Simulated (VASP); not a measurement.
# ZrS (Immm) in VASP: a series of runs, part 2 of 2

VASP 6.6.1. Earlier steps stand in the parts before.

**3. Single point, PBEsol (strain +0.0750 x Voigt [0, 0, 0, 1, 0, 0], atoms carried along)**

INCAR

```
PREC = Accurate
ENCUT = 520
EDIFF = 1E-7
ISMEAR = 0
SIGMA = 0.15
LREAL = F
LASPH = T
NELM = 80
ALGO = Fast
ISIF = 2
LWAVE = F
LCHARG = F
GGA = PS
NBANDS = 16
```

KPOINTS

```
Automatic mesh
0
Gamma
  16 16 16
```

POSCAR

```
ZrS
1.0
    0.0000000000      2.7234375000      2.7234375000
    2.6250000000      0.0984375000      2.6250000000
    2.6250000000      2.6250000000      0.0984375000
Zr S
1 1
Direct
    0.0000000000      0.0000000000      0.0000000000
    0.5000000000      0.5000000000      0.5000000000
```

Potentials or basis: VASP PAW PBE potentials, release 64 (Zr_sv, S).

On the command line:

```
$ cat potpaw_PBE.64/Zr_sv/POTCAR potpaw_PBE.64/S/POTCAR > POTCAR
$ mpirun -np 1 vasp_std > vasp.out
```

OUTCAR:

```text
PREC = Accurate
   ENCUT = 520
   EDIFF = 1E-7
   ISMEAR = 0
   LREAL = F
   LASPH = T
   NELM = 80
   ISIF = 2
   GGA = PS

 ion  position               nearest neighbor table
   1  0.000  0.000  0.000-   2 2.62   2 2.62   2 2.63   2 2.63   2 2.63   2 2.63
   2  0.500  0.500  0.500-   1 2.62   1 2.62   1 2.63   1 2.63   1 2.63   1 2.63

  LATTYP: Found a body centered orthorhombic cell.
 ALAT       =     3.5730989537
 B/A-ratio  =     1.0779220779
 C/A-ratio  =     1.4693127921

  Lattice vectors:

 A1 = (  -2.6250000000,   2.6250000000,   0.0984375000)
 A2 = (  -2.6250000000,  -2.6250000000,  -0.0984375000)
 A3 = (   2.6250000000,   0.0984375000,   2.6250000000)

Analysis of symmetry for initial positions (statically):
=====================================================================
 Subroutine PRICEL returns:
 Original cell was already a primitive cell.

 Routine SETGRP: Setting up the symmetry group for a
 body centered orthorhombic supercell.

 Subroutine GETGRP returns: Found  8 space group operations
 (whereof  8 operations were pure point group operations)
[... 166 lines left out ...]

 E-fermi :  10.6117     XC(G=0): -11.4691

 val. band max:       10.6104993086   @ k =  -0.2500   0.3750  -0.0000
 cond. band min:      10.6135582464   @ k =   0.1250   0.3125   0.0625
 fundamental gap:      0.0030589378
 Fermi energy:        10.6117245513

 k-point     1 :       0.0000    0.0000    0.0000
  band No.  band energies     occupation
      1     -39.2685      2.00000
      2     -17.3041      2.00000
      3     -17.2698      2.00000
      4     -17.2088      2.00000
      5      -5.2011      2.00000
      6       6.9282      2.00000
[... 433 lines left out ...]
      3     -17.2875      2.00000
      4     -17.2253      2.00000
      5      -4.9067      2.00000
      6       5.5267      2.00000
[... 8 lines left out ...]
     15      18.5847      0.00000
     16      20.9779      0.00000

 [... further k-points ...]

------------------------ aborting loop because EDIFF is reached ----------------------------------------

  FORCE on cell =-STRESS in cart. coord.  units (eV):
  Direction    XX          YY          ZZ          XY          YZ          ZX
  --------------------------------------------------------------------------------------
  -------------------------------------------------------------------------------------
  Total       -1.4189143     -1.3268556     -1.3268556      0.0000000     -0.4356911      0.0000000
  in kB      -62.9303272    -58.8474279    -58.8474279      0.0000000    -19.3233541      0.0000000
  external PRESSURE =     -60.2083943 kB  Pullay stress =       0.0000000 kB

 VOLUME and BASIS-vectors are now :
 -----------------------------------------------------------------------------
  energy-cutoff  :      520.00
  volume of cell :       36.12
      direct lattice vectors                 reciprocal lattice vectors
     0.000000000  2.723437500  2.723437500    -0.190476190  0.183591509  0.183591509
     2.625000000  0.098437500  2.625000000     0.190476190 -0.197897341  0.197897341
     2.625000000  2.625000000  0.098437500     0.190476190  0.197897341 -0.197897341

 POSITION                                       TOTAL-FORCE (eV/Angst)
 -----------------------------------------------------------------------------------
      0.00000      0.00000      0.00000         0.000000     -0.000000      0.000000
      2.62500      2.72344      2.72344        -0.000000      0.000000     -0.000000
 -----------------------------------------------------------------------------------
    total drift:                               -0.000000      0.000000      0.000000

  FREE ENERGIE OF THE ION-ELECTRON SYSTEM (eV)
  ---------------------------------------------------
  free  energy   TOTEN  =       -16.4722053190 eV

  energy  without entropy=      -16.4565675167  energy(sigma->0) =      -16.46438642
```

stdout:

```text
POSCAR found type information on POSCAR ZrS
 POSCAR found :  2 types and       2 ions
 scaLAPACK will be used
 -----------------------------------------------------------------------------
|                                                                             |
[... 51 lines left out ...]
WARNING in EDDRMM: call to ZHEGV failed, returncode =   8  4     15
 num prob  num prob WARNING in EDDRMM: call to ZHEGV failed, returncode =   6  3     11
 num prob WARNING in EDDRMM: call to ZHEGV failed, returncode =   8  4      5
WARNING in EDDRMM: call to ZHEGV failed, returncode =   6  3      7
WARNING in EDDRMM: call to ZHEGV failed, returncode =   8  4      6
WARNING in EDDRMM: call to ZHEGV failed, returncode =   6  3     15
 num prob RMM:  23    -0.164722053190E+02   -0.58169E-07   -0.46386E-07 24832   0.596E-03
```

It took 6.6 min on 1 thread of Intel Xeon Platinum 8559C (Emerald Rapids), shared host; peak memory 0.44 GiB.

What came out:

| Item | Value |
| --- | --- |
| Free energy | -16.4722 eV |
| Pressure | -6.0 GPa |
| Band gap on the k mesh | none (metal or under the smearing width) |

Stress tensor (GPa, compression positive):
```
-6.29  0.00  0.00
 0.00 -5.88 -1.93
 0.00 -1.93 -5.88
```

Levels at points of the mesh, in eV from the Fermi level:
```csv
k point,band 5,band 6,band 7,band 8,band 9,band 10,band 11,band 12,band 13,band 14
"(0.00, 0.00, 0.00)",-15.81,-3.68,-3.52,-3.26,-1.73,-1.42,-0.94,-0.65,-0.62,1.87
"(0.50, 0.00, 0.00)",-14.31,-8.03,-5.95,-5.55,0.88,1.63,1.84,2.04,5.31,5.56
"(0.00, 0.50, 0.00)",-14.18,-8.01,-6.27,-5.95,1.34,1.44,1.78,2.32,5.39,5.65
"(0.50, 0.50, 0.00)",-14.93,-6.26,-4.45,-4.44,-3.45,0.45,2.01,2.35,3.05,3.42
"(0.00, 0.50, 0.50)",-14.96,-6.25,-4.73,-4.11,-3.44,0.57,2.37,2.39,2.79,3.27
```

Caveat: the PAW data sets were made with another functional, which shifts forces and pressure a little.

**4. Single point, PBEsol (strain +0.0375 x Voigt [0, 0, 0, 1, 0, 0], atoms carried along)**

INCAR

```
SYSTEM = ZrS
  PREC = Accurate
  ENCUT = 520
  EDIFF = 1E-6
  ISMEAR = 0
  SIGMA = 0.15
  LREAL = .FALSE.
  LASPH = .TRUE.
  NELM = 80
  ALGO = Fast
  ISIF = 2
  LWAVE = .FALSE.
  LCHARG = .FALSE.
  GGA = PS
  NBANDS = 16
```

KPOINTS

```
regular mesh
0
G
  16 16 16
  0 0 0
```

POSCAR

```
ZrS
1.0
    0.0000000000      2.6742187500      2.6742187500
    2.6250000000      0.0492187500      2.6250000000
    2.6250000000      2.6250000000      0.0492187500
Zr S
1 1
Direct
    0.0000000000      0.0000000000      0.0000000000
    0.5000000000      0.5000000000      0.5000000000
```

On the command line:

```
$ cat potpaw_PBE.64/Zr_sv/POTCAR potpaw_PBE.64/S/POTCAR > POTCAR
$ mpirun -np 1 vasp_std > vasp.out
```

Run time: 4.8 min. Hardware: 1 thread of Intel Xeon Platinum 8559C (Emerald Rapids), shared host; peak memory 0.43 GiB.

It converged, with:

- Free energy: -16.4833 eV
- Pressure: -6.2 GPa
- Band gap on the k mesh: none (metal or under the smearing width)

Stress tensor (GPa, compression positive):
```
-6.31  0.00  0.00
 0.00 -6.15 -1.01
 0.00 -1.01 -6.15
```

Levels at points of the mesh, in eV from the Fermi level:
| k point | band 6 | band 7 | band 8 | band 9 | band 10 | band 11 | band 12 | band 13 |
| --- | --- | --- | --- | --- | --- | --- | --- | --- |
| (0.00, 0.00, 0.00) | -3.61 | -3.52 | -3.40 | -1.55 | -1.38 | -1.16 | -0.68 | -0.67 |
| (0.50, 0.00, 0.00) | -8.03 | -5.96 | -5.77 | 1.19 | 1.54 | 1.78 | 1.95 | 5.46 |
| (0.00, 0.50, 0.00) | -8.02 | -6.13 | -5.96 | 1.39 | 1.51 | 1.82 | 1.98 | 5.59 |
| (0.50, 0.50, 0.00) | -6.26 | -4.46 | -4.46 | -3.46 | 0.49 | 2.22 | 2.36 | 2.93 |
| (0.00, 0.50, 0.50) | -6.26 | -4.61 | -4.30 | -3.45 | 0.52 | 2.36 | 2.37 | 2.78 |

Caveat: the PAW data sets were made with another functional, which shifts forces and pressure a little.

**5. Summary**

```csv
cell,further INCAR settings,gap on the mesh (eV),pressure (GPa)
"strain +0.0625 x Voigt [0, 0, 0, 1, 0, 0], atoms carried along",ALGO = Fast; EDIFF = 1e-06; NBANDS = 16,none,-6.1
"strain +0.0750 x Voigt [0, 0, 0, 1, 0, 0], atoms carried along",ALGO = Fast; EDIFF = 1e-07; NBANDS = 16,none,-6.0
"strain +0.0375 x Voigt [0, 0, 0, 1, 0, 0], atoms carried along",ALGO = Fast; EDIFF = 1e-06; NBANDS = 16,none,-6.2
```

Alike in all rows: task single point; level PBEsol; potentials or basis VASP PAW PBE potentials, release 64 (Zr_sv, S); no spin polarisation; k mesh 16 × 16 × 16; cutoff (eV) 520; smearing gaussian 0.15 eV.

Caveats: the PAW data sets were made with another functional, which shifts forces and pressure a little.

Absolute energies hang on the potentials; compare differences alone.
